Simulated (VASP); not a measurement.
# CaO (Fm-3m) in VASP: a series of runs

The runs below take CaO through single point, relaxation of cell and atoms, with PBEsol, RPBE+D3, revPBE+D4, PBE+D3.

All numbers are computed with VASP 6.6.1; they aren't measurements. Logs are shortened: lines on timing, memory, paths and dates and some standing lists are left out, and cuts for length are marked.

**1. Starting point**

The structure is cubic, space group Fm-3m (No. 225). Conventional cell: a = 4.807 Å, b = 4.807 Å, c = 4.807 Å, α = 90.00°, β = 90.00°, γ = 90.00°. Ca (site symmetry m-3m) has 6 O at 2.40 Å as nearest neighbours. O (site symmetry m-3m) has 6 Ca at 2.40 Å as nearest neighbours.

The cell is a database's computed one.

**2. Single point, PBEsol**

Input file run.py:

```python
from ase.calculators.vasp import Vasp
from ase.dft.bandgap import bandgap
from ase.io import read

atoms = read('CaO.cif', primitive_cell=True, subtrans_included=False)
calc = Vasp(
    directory='calc',
    xc='pbesol',
    pp='PBE',
    setups='recommended',
    prec='Accurate',
    encut=520,
    ediff=1e-06,
    ismear=0,
    sigma=0.05,
    lreal=False,
    lasph=True,
    nelm=60,
    algo='Normal',
    isif=2,
    lwave=False,
    lcharg=False,
    kpts=[10, 10, 10],
    gamma=True,
    nbands=15,
)
atoms.calc = calc

print('energy (eV):', atoms.get_potential_energy())
print('free energy (eV):', atoms.get_potential_energy(force_consistent=True))
print('forces (eV/A):')
print(atoms.get_forces())
print('stress (eV/A^3, Voigt):', atoms.get_stress())
print('Fermi level (eV):', calc.get_fermi_level())
gap, top, bottom = bandgap(calc)
print('band gap (eV):', gap, 'from (spin, k, band)', top, 'to', bottom)
```

Input file CaO.cif:

```cif
data_CaO
_cell_length_a 4.80711139
_cell_length_b 4.80711139
_cell_length_c 4.80711139
_cell_angle_alpha 90.00000000
_cell_angle_beta 90.00000000
_cell_angle_gamma 90.00000000
_space_group_name_H-M_alt 'Fm-3m'
_space_group_name_Hall '-F 4 2 3'
_space_group_IT_number 225
loop_
_space_group_symop_operation_xyz
'x,y,z'
'-x,-y,-z'
'-y,x,z'
'y,-x,-z'
'-x,-y,z'
'x,y,-z'
'y,-x,z'
'-y,x,-z'
'x,-y,-z'
'-x,y,z'
'-y,-x,-z'
'y,x,z'
'-x,y,-z'
'x,-y,z'
'y,x,-z'
'-y,-x,z'
'z,x,y'
'-z,-x,-y'
'z,-y,x'
'-z,y,-x'
'z,-x,-y'
'-z,x,y'
'z,y,-x'
'-z,-y,x'
'-z,x,-y'
'z,-x,y'
'-z,-y,-x'
'z,y,x'
'-z,-x,y'
'z,x,-y'
'-z,y,x'
'z,-y,-x'
'y,z,x'
'-y,-z,-x'
'x,z,-y'
'-x,-z,y'
'-y,z,-x'
'y,-z,x'
'-x,z,y'
'x,-z,-y'
'-y,-z,x'
'y,z,-x'
'-x,-z,-y'
'x,z,y'
'y,-z,-x'
'-y,z,x'
'x,-z,y'
'-x,z,-y'
'x,y+1/2,z+1/2'
'-x,-y+1/2,-z+1/2'
'-y,x+1/2,z+1/2'
'y,-x+1/2,-z+1/2'
[... 63 lines left out ...]
'-z+1/2,y,-x+1/2'
'z+1/2,-x,-y+1/2'
'-z+1/2,x,y+1/2'
'z+1/2,y,-x+1/2'
'-z+1/2,-y,x+1/2'
'-z+1/2,x,-y+1/2'
'z+1/2,-x,y+1/2'
'-z+1/2,-y,-x+1/2'
'z+1/2,y,x+1/2'
'-z+1/2,-x,y+1/2'
'z+1/2,x,-y+1/2'
'-z+1/2,y,x+1/2'
'z+1/2,-y,-x+1/2'
'y+1/2,z,x+1/2'
'-y+1/2,-z,-x+1/2'
'x+1/2,z,-y+1/2'
'-x+1/2,-z,y+1/2'
'-y+1/2,z,-x+1/2'
'y+1/2,-z,x+1/2'
'-x+1/2,z,y+1/2'
'x+1/2,-z,-y+1/2'
'-y+1/2,-z,x+1/2'
'y+1/2,z,-x+1/2'
'-x+1/2,-z,-y+1/2'
'x+1/2,z,y+1/2'
'y+1/2,-z,-x+1/2'
'-y+1/2,z,x+1/2'
'x+1/2,-z,y+1/2'
'-x+1/2,z,-y+1/2'
'x+1/2,y+1/2,z'
'-x+1/2,-y+1/2,-z'
'-y+1/2,x+1/2,z'
'y+1/2,-x+1/2,-z'
'-x+1/2,-y+1/2,z'
'x+1/2,y+1/2,-z'
'y+1/2,-x+1/2,z'
'-y+1/2,x+1/2,-z'
'x+1/2,-y+1/2,-z'
'-x+1/2,y+1/2,z'
'-y+1/2,-x+1/2,-z'
'y+1/2,x+1/2,z'
'-x+1/2,y+1/2,-z'
'x+1/2,-y+1/2,z'
'y+1/2,x+1/2,-z'
'-y+1/2,-x+1/2,z'
'z+1/2,x+1/2,y'
'-z+1/2,-x+1/2,-y'
'z+1/2,-y+1/2,x'
'-z+1/2,y+1/2,-x'
'z+1/2,-x+1/2,-y'
'-z+1/2,x+1/2,y'
'z+1/2,y+1/2,-x'
'-z+1/2,-y+1/2,x'
'-z+1/2,x+1/2,-y'
'z+1/2,-x+1/2,y'
'-z+1/2,-y+1/2,-x'
'z+1/2,y+1/2,x'
'-z+1/2,-x+1/2,y'
'z+1/2,x+1/2,-y'
'-z+1/2,y+1/2,x'
'z+1/2,-y+1/2,-x'
'y+1/2,z+1/2,x'
'-y+1/2,-z+1/2,-x'
'x+1/2,z+1/2,-y'
'-x+1/2,-z+1/2,y'
'-y+1/2,z+1/2,-x'
'y+1/2,-z+1/2,x'
'-x+1/2,z+1/2,y'
'x+1/2,-z+1/2,-y'
'-y+1/2,-z+1/2,x'
'y+1/2,z+1/2,-x'
'-x+1/2,-z+1/2,-y'
'x+1/2,z+1/2,y'
'y+1/2,-z+1/2,-x'
'-y+1/2,z+1/2,x'
'x+1/2,-z+1/2,y'
'-x+1/2,z+1/2,-y'
loop_
_atom_site_label
_atom_site_type_symbol
_atom_site_symmetry_multiplicity
_atom_site_Wyckoff_symbol
_atom_site_fract_x
_atom_site_fract_y
_atom_site_fract_z
_atom_site_occupancy
Ca1 Ca 4 a 0.0000000000 0.0000000000 0.0000000000 1
O1 O 4 b 0.5000000000 0.0000000000 0.0000000000 1
```

Potentials or basis: VASP PAW PBE potentials, release 64 (Ca_sv, O).

Started as:

```sh
$ python run.py
```

Output:

```text
energy (eV): -13.40826374
free energy (eV): -13.40826374
forces (eV/A):
[[-0.  0. -0.]
 [ 0. -0.  0.]]
stress (eV/A^3, Voigt): [ 0.01364005  0.01364005  0.01364005  0.          0.         -0.        ]
Fermi level (eV): 2.45137498
band gap (eV): 3.5342 from (spin, k, band) (0, np.int64(0), np.int64(7)) to (0, np.int64(30), np.int64(8))
```

OUTCAR:

```text
ENCUT = 520.000000
   EDIFF = 1.00e-06
   GGA = PS
   PREC = Accurate
   ISIF = 2
   ISMEAR = 0
   NELM = 60
   LASPH = .TRUE.
   LREAL = .FALSE.

 ion  position               nearest neighbor table
   1  0.000  0.000  0.000-   2 2.40   2 2.40   2 2.40   2 2.40   2 2.40   2 2.40
   2  0.500  0.500  0.500-   1 2.40   1 2.40   1 2.40   1 2.40   1 2.40   1 2.40

  LATTYP: Found a face centered cubic cell.
 ALAT       =     4.8071113900

  Lattice vectors:

 A1 = (   0.0000000000,   2.4035556950,   2.4035556950)
 A2 = (   2.4035556950,   0.0000000000,   2.4035556950)
 A3 = (   2.4035556950,   2.4035556950,   0.0000000000)

Analysis of symmetry for initial positions (statically):
=====================================================================
 Subroutine PRICEL returns:
 Original cell was already a primitive cell.

 Routine SETGRP: Setting up the symmetry group for a
 face centered cubic supercell.

 Subroutine GETGRP returns: Found 48 space group operations
 (whereof 48 operations were pure point group operations)
 out of a pool of 48 trial point group operations.

The static configuration has the point symmetry O_h .

Analysis of symmetry for dynamics (positions and initial velocities):
=====================================================================
 Subroutine PRICEL returns:
 Original cell was already a primitive cell.

 Routine SETGRP: Setting up the symmetry group for a
 face centered cubic supercell.

 Subroutine GETGRP returns: Found 48 space group operations
 (whereof 48 operations were pure point group operations)
 out of a pool of 48 trial point group operations.

The dynamic configuration has the point symmetry O_h .

 Subroutine INISYM returns: Found 48 space group operations
[... 162 lines left out ...]
  ext. energy  EPLUGINS =         0.00000000
  ---------------------------------------------------
  free energy    TOTEN  =       -13.40826374 eV

  energy without entropy =      -13.40826374  energy(sigma->0) =      -13.40826374

 E-fermi :   2.4514     XC(G=0): -10.7336

 val. band max:        2.1923145012   @ k =   0.0000   0.0000   0.0000
 cond. band min:       5.7265375059   @ k =   0.5000   0.5000   0.0000
 fundamental gap:      3.5342230047
 Fermi energy:         2.4513749796

 k-point     1 :       0.0000    0.0000    0.0000
  band No.  band energies     occupation
      1     -35.1961      2.00000
      2     -16.0373      2.00000
      3     -16.0373      2.00000
      4     -16.0373      2.00000
      5     -13.2508      2.00000
      6       2.1923      2.00000
      7       2.1923      2.00000
      8       2.1923      2.00000
      9       6.7523      0.00000
     10       8.3843      0.00000
     11       8.3843      0.00000
     12       8.3843      0.00000
     13       9.9197      0.00000
     14       9.9197      0.00000
[... 689 lines left out ...]
      2     -16.8543      2.00000
      3     -16.3094      2.00000
      4     -16.1265      2.00000
      5     -12.3695      2.00000
      6       0.1770      2.00000
      7       1.1208      2.00000
      8       1.3678      2.00000
      9       8.0997      0.00000
     10       9.5008      0.00000
     11      10.4834      0.00000
     12      10.6084      0.00000
     13      12.2382      0.00000
     14      13.2708      0.00000
     15      17.3396      0.00000

 [... further k-points ...]

------------------------ aborting loop because EDIFF is reached ----------------------------------------

  FORCE on cell =-STRESS in cart. coord.  units (eV):
  Direction    XX          YY          ZZ          XY          YZ          ZX
  --------------------------------------------------------------------------------------
  -------------------------------------------------------------------------------------
  Total       -0.3787987     -0.3787987     -0.3787987      0.0000000      0.0000000     -0.0000000
  in kB      -21.8537772    -21.8537772    -21.8537772      0.0000000      0.0000000     -0.0000000
  external PRESSURE =     -21.8537772 kB  Pullay stress =       0.0000000 kB

 VOLUME and BASIS-vectors are now :
 -----------------------------------------------------------------------------
  energy-cutoff  :      520.00
  volume of cell :       27.77
      direct lattice vectors                 reciprocal lattice vectors
     0.000000000  2.403555695  2.403555695    -0.208025136  0.208025136  0.208025136
     2.403555695  0.000000000  2.403555695     0.208025136 -0.208025136  0.208025136
     2.403555695  2.403555695  0.000000000     0.208025136  0.208025136 -0.208025136

 POSITION                                       TOTAL-FORCE (eV/Angst)
 -----------------------------------------------------------------------------------
      0.00000      0.00000      0.00000        -0.000000      0.000000     -0.000000
      2.40356      2.40356      2.40356         0.000000     -0.000000      0.000000
 -----------------------------------------------------------------------------------
    total drift:                                0.000000      0.000000      0.000000

  FREE ENERGIE OF THE ION-ELECTRON SYSTEM (eV)
  ---------------------------------------------------
  free  energy   TOTEN  =       -13.4082637438 eV

  energy  without entropy=      -13.4082637438  energy(sigma->0) =      -13.40826374
```

INCAR:

```text
ENCUT = 520.000000
SIGMA = 0.050000
EDIFF = 1.00e-06
ALGO = Normal
GGA = PS
PREC = Accurate
ISIF = 2
ISMEAR = 0
NBANDS = 15
NELM = 60
LASPH = .TRUE.
LCHARG = .FALSE.
LWAVE = .FALSE.
LREAL = .FALSE.
```

It took 20 s on 1 thread of Intel Xeon Platinum 8488C (Sapphire Rapids), shared host; peak memory 0.16 GiB.

Results:

- Free energy: -13.4083 eV
- Pressure: -2.2 GPa
- Band gap on the k mesh: 3.53 eV, indirect (least direct gap 3.91 eV)

Levels at points of the mesh, in eV from the valence-band top:
| k point | band 6 | band 7 | band 8 | band 9 | band 10 | band 11 |
| --- | --- | --- | --- | --- | --- | --- |
| (0.00, 0.00, 0.00) | 0.00 | 0.00 | 0.00 | 4.56 | 6.19 | 6.19 |
| (0.50, 0.00, 0.00) | -2.69 | -1.22 | -1.22 | 7.01 | 8.33 | 8.37 |
| (0.50, 0.50, 0.00) | -1.32 | -0.38 | -0.38 | 3.53 | 8.04 | 8.92 |

Caveat: the PAW data sets were made with another functional, which shifts forces and pressure a little.

**3. Single point, RPBE+D3 (atoms moved at random, drawn with an rms of 0.15 Å)**

Input file INCAR:

```
SYSTEM = CaO
ALGO     = Fast           ! electronic algorithm
EDIFF    = 1E-6           ! SCF threshold, eV
ENCUT    = 400            ! plane-wave cutoff, eV
GGA      = RP             ! functional
ISIF     = 2              ! what is computed and relaxed
ISMEAR   = 0              ! smearing method
IVDW     = 11             ! dispersion correction
LASPH    = .True.         ! aspherical terms in the spheres
LCHARG   = .False.        ! write CHGCAR
LREAL    = .False.        ! projectors in reciprocal space
LWAVE    = .False.        ! write WAVECAR
NBANDS   = 15             ! bands
NELM     = 60             ! most SCF steps
PREC     = Accurate       ! precision mode
SIGMA    = 0.01           ! smearing width, eV
```

Input file KPOINTS:

```
k-points
0
Gamma
  10 10 10
  0 0 0
```

Input file POSCAR:

```
CaO
1.0
    0.0000000000      2.4035556960      2.4035556960
    2.4035556960      0.0000000000      2.4035556960
    2.4035556960      2.4035556960      0.0000000000
Ca O
1 1
Direct
   -0.0350480000     -0.0233670000      0.0392470000
    0.4959290000      0.5210340000      0.5044510000
```

Potentials or basis: VASP PAW PBE potentials, release 64 (Ca_sv, O_s).

Started as:

```sh
$ cat potpaw_PBE.64/Ca_sv/POTCAR potpaw_PBE.64/O_s/POTCAR > POTCAR
$ mpirun -np 1 vasp_std > vasp.out
```

OUTCAR:

```text
SYSTEM = CaO
   EDIFF = 1E-6
   ENCUT = 400
   GGA = RP
   ISIF = 2
   ISMEAR = 0
   IVDW = 11
   LASPH = .True.
   LREAL = .False.
   NELM = 60
   PREC = Accurate
 IVDW          = 11

 ion  position               nearest neighbor table
   1  0.965  0.977  0.039-   2 2.22   2 2.39   2 2.40   2 2.42   2 2.43   2 2.58
   2  0.496  0.521  0.504-   1 2.22   1 2.39   1 2.40   1 2.42   1 2.43   1 2.58

  LATTYP: Found a face centered cubic cell.
 ALAT       =     4.8071113920

  Lattice vectors:

 A1 = (   0.0000000000,   2.4035556960,   2.4035556960)
 A2 = (   2.4035556960,   0.0000000000,   2.4035556960)
 A3 = (   2.4035556960,   2.4035556960,   0.0000000000)

[... 933 lines left out ...]

 Edisp (eV)   -0.48520

 E8    (eV) :    -0.1326

  FORCE on cell =-STRESS in cart. coord.  units (eV):
  Direction    XX          YY          ZZ          XY          YZ          ZX
  --------------------------------------------------------------------------------------
  -------------------------------------------------------------------------------------
  Total       0.41171     0.39987     1.30704     0.00093     0.00830    -0.02095
  in kB      23.75255    23.06915    75.40622     0.05387     0.47885    -1.20849
  external pressure =       40.74 kB  Pullay stress =        0.00 kB

 VOLUME and BASIS-vectors are now :
 -----------------------------------------------------------------------------
  energy-cutoff  :      400.00
  volume of cell :       27.77
      direct lattice vectors                 reciprocal lattice vectors
     0.000000000  2.403555696  2.403555696    -0.208025136  0.208025136  0.208025136
     2.403555696  0.000000000  2.403555696     0.208025136 -0.208025136  0.208025136
     2.403555696  2.403555696  0.000000000     0.208025136  0.208025136 -0.208025136

 POSITION                                       TOTAL-FORCE (eV/Angst)
 -----------------------------------------------------------------------------------
      2.44172      2.41365      4.66671         0.067554     -0.026753      0.696578
      2.46481      2.40447      2.44433        -0.067554      0.026753     -0.696578
 -----------------------------------------------------------------------------------
    total drift:                               -0.000032     -0.000060     -0.000841

  FREE ENERGIE OF THE ION-ELECTRON SYSTEM (eV)
  ---------------------------------------------------
  free  energy   TOTEN  =       -12.4885392194 eV

  energy  without entropy=      -12.4885392194  energy(sigma->0) =      -12.48853922
```

OSZICAR:

```text
N       E                     dE             d eps       ncg     rms          rms(c)
DAV:   1     0.105197441413E+03    0.10520E+03   -0.68951E+03 15158   0.897E+02
DAV:   2    -0.103649820465E+02   -0.11556E+03   -0.10996E+03 18256   0.286E+02
DAV:   3    -0.136344273146E+02   -0.32694E+01   -0.32565E+01 19616   0.475E+01
DAV:   4    -0.137428074869E+02   -0.10838E+00   -0.10835E+00 20064   0.768E+00
DAV:   5    -0.137441725523E+02   -0.13651E-02   -0.13650E-02 18824   0.725E-01    0.101E+01
RMM:   6    -0.120537139345E+02    0.16905E+01   -0.46870E+00 15270   0.143E+01    0.197E+01
RMM:   7    -0.119852577058E+02    0.68456E-01   -0.24792E-01 16768   0.520E+00    0.994E+00
RMM:   8    -0.119947233862E+02   -0.94657E-02   -0.51858E-02 19616   0.249E+00    0.158E+00
RMM:   9    -0.120009076629E+02   -0.61843E-02   -0.16535E-02 21569   0.118E+00    0.355E-01
RMM:  10    -0.120027116866E+02   -0.18040E-02   -0.53999E-03 23103   0.471E-01    0.158E-01
RMM:  11    -0.120031675399E+02   -0.45585E-03   -0.20685E-03 24110   0.273E-01    0.741E-02
RMM:  12    -0.120032812076E+02   -0.11367E-03   -0.67601E-04 25289   0.132E-01    0.709E-02
RMM:  13    -0.120033179076E+02   -0.36700E-04   -0.25146E-04 25246   0.793E-02    0.775E-03
RMM:  14    -0.120033324854E+02   -0.14578E-04   -0.80343E-05 25315   0.431E-02    0.111E-02
RMM:  15    -0.120033369010E+02   -0.44156E-05   -0.28666E-05 22403   0.255E-02    0.373E-03
RMM:  16    -0.120033389176E+02   -0.20167E-05   -0.90903E-06 19282   0.150E-02    0.185E-03
RMM:  17    -0.120033399667E+02   -0.10491E-05   -0.33093E-06 16702   0.964E-03    0.255E-03
RMM:  18    -0.120033396089E+02    0.35780E-06   -0.15450E-06 14254   0.717E-03
   1 F= -.12488539E+02 E0= -.12488539E+02  d E =-.293309E-92
```

Wall time 1.7 min (1 thread of Intel Xeon Platinum 8488C (Sapphire Rapids), shared host); peak memory 0.27 GiB.

What came out:

| Quantity | Value |
| --- | --- |
| Free energy | -12.4885 eV |
| Pressure | 4.1 GPa |
| Largest force | 0.700 eV/Å |
| Band gap on the k mesh | 3.88 eV, indirect (least direct gap 4.16 eV) |
| Dispersion energy per atom | -0.243 eV |

Forces in eV/Å, atoms in the order of the input:
```
Ca   0.068 -0.027  0.697
O   -0.068  0.027 -0.697
```

Caveat: the PAW data sets were made with another functional, which shifts forces and pressure a little.

**4. Single point, revPBE+D4 (volume scaled by 1.04)**

Input file run.py:

```python
from ase import Atoms
from ase.calculators.vasp import Vasp
from ase.dft.bandgap import bandgap

atoms = Atoms(
    ['Ca', 'O'],
    cell=[[0.0, 2.435185056, 2.435185056], [2.435185056, 0.0, 2.435185056], [2.435185056, 2.435185056, 0.0]],
    scaled_positions=[[0.0, 0.0, 0.0], [0.5, 0.5, 0.5]],
    pbc=True,
)
calc = Vasp(
    directory='calc',
    xc='revpbe',
    pp='PBE',
    setups='recommended',
    pp_version='54',
    prec='Accurate',
    encut=520,
    ediff=0.0001,
    ismear=0,
    sigma=0.01,
    lreal=False,
    lasph=True,
    nelm=100,
    algo='Fast',
    isif=2,
    lwave=False,
    lcharg=False,
    ivdw=13,
    isym=1,
    kpts=[10, 10, 10],
    gamma=True,
)
atoms.calc = calc

print('energy (eV):', atoms.get_potential_energy())
print('free energy (eV):', atoms.get_potential_energy(force_consistent=True))
print('forces (eV/A):')
print(atoms.get_forces())
print('stress (eV/A^3, Voigt):', atoms.get_stress())
print('Fermi level (eV):', calc.get_fermi_level())
gap, top, bottom = bandgap(calc)
print('band gap (eV):', gap, 'from (spin, k, band)', top, 'to', bottom)
```

Potentials or basis: VASP PAW PBE potentials, release 54 (Ca_sv, O).

Started as:

```sh
$ python run.py
```

Wall time 33 s (1 thread of Intel Xeon Platinum 8488C (Sapphire Rapids), shared host); peak memory 0.16 GiB.

The run converged, but some of its settings lie outside the range that counts as converged (typed here: EDIFF = 0.0001; ISYM = 1), so its numbers aren't taken as properties of the crystal.

Results:

```yaml
Free_energy: -12.7280 eV
Pressure: -4.5 GPa
Band_gap_on_the_k_mesh: 3.67 eV, indirect (least direct gap 4.06 eV)
Dispersion_energy_per_atom: -0.272 eV
```

Caveat: the PAW data sets were made with another functional, which shifts forces and pressure a little.

[end of part 1 of 2]
